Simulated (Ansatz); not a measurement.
The system is MoS2, a slab with vacuum.

```
Mo S
1.0
     3.18413    0.00000    0.00000
    -1.59206    2.75753    0.00000
     0.00000    0.00000   17.33460
Mo S
1 2
Cartesian
  0.0000 0.0000 0.0000
  0.0000 1.8384 15.7833
  0.0000 1.8384 1.5513
```

```yaml
Program: Ansatz 0.2.0
Task: single point
Functional: PBE
Potentials_or_basis: all-electron LAPW, scalar-relativistic
Cutoff: 262 eV (chosen from the basis error)
Basis_error_allowed: 0.001 eV/atom
k_mesh: 10 × 10 × 2
Occupations: fermi-dirac, width 0.05 eV
Spin: no spin polarisation
```

On this cell: largest force 0.219 eV/Å; band gap on the k mesh 1.73 eV, indirect (least direct gap 1.92 eV).

The same run follows on a disturbed copy (atoms moved at random, drawn with an rms of 0.05 Å):

```
Mo S
1.0
     3.18413    0.00000    0.00000
    -1.59206    2.75753    0.00000
     0.00000    0.00000   17.33460
Mo S
1 2
Direct
  0.00290 0.98616 0.99953
  0.33139 0.66107 0.91056
  0.32174 0.65518 0.08953
```

What changes?

The energy moves by +6.8 meV/atom; largest force 0.886 eV/Å; band gap on the k mesh 1.72 eV, indirect (least direct gap 1.91 eV).

Forces in eV/Å, atoms in the order of the input:
```
Mo  -0.791  0.304  0.260
S    0.307 -0.223 -0.375
S    0.484 -0.082  0.115
```

Stress tensor (GPa, compression positive):
```
 0.40 -0.26  0.30
-0.26  0.20  0.23
 0.30  0.23  0.80
```

A k mesh can miss the band edges.
